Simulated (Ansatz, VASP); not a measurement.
SiO2 in VASP and in Ansatz

```
Si O
1.0
     4.59587    0.00000    0.00000
     0.00000    4.59587    0.00000
     0.00000    0.00000    2.45374
Si O
2 4
Direct
  0.50000 0.50000 0.50000
  0.00000 0.00000 0.00000
  0.69443 0.69443 0.00000
  0.19443 0.80557 0.50000
  0.30557 0.30557 0.00000
  0.80557 0.19443 0.50000
```

Alike in both runs: task single point; functional LDA; k mesh 6 × 6 × 10; occupations gaussian, width 0.05 eV; no spin polarisation.

|  | VASP | Ansatz |
| --- | --- | --- |
| version | VASP 6.6.1 | Ansatz 0.2.0 |
| potentials or method | VASP PAW LDA potentials, release 64 (Si, O) | scalar-relativistic, plane waves, PAW |
| plane-wave cutoff (eV) | 520 | 520 |
| valence electrons in the cell | 32 | 32 |

VASP gave:

```
gap on the k mesh at the Fermi level (eV)       : 3.92
least direct gap on the mesh (eV)               : 3.92
pressure (GPa)                                  : -18.1
largest component of the traceless stress (GPa) : 52.35
rms of the force components (eV/Å)              : 1.150
```

Task: Which values does Ansatz return?

Result: gap on the k mesh at the Fermi level (eV): 3.94; least direct gap on the mesh (eV): 3.94; pressure (GPa): -19.0; largest component of the traceless stress (GPa): 51.40; rms of the force components (eV/Å): 1.195.

Atom by atom the forces differ by 0.045 eV/Å (rms over components). Ansatz warned: «pseudo_functional_mismatch».

Caveats: so large a pressure means that the cell lies far from this level's equilibrium, or that cutoff or potentials fall short (VASP); forces of over 1 eV/Å show positions far from the minimum, so gaps and moduli don't describe the material at rest. A k mesh can miss the band edges.
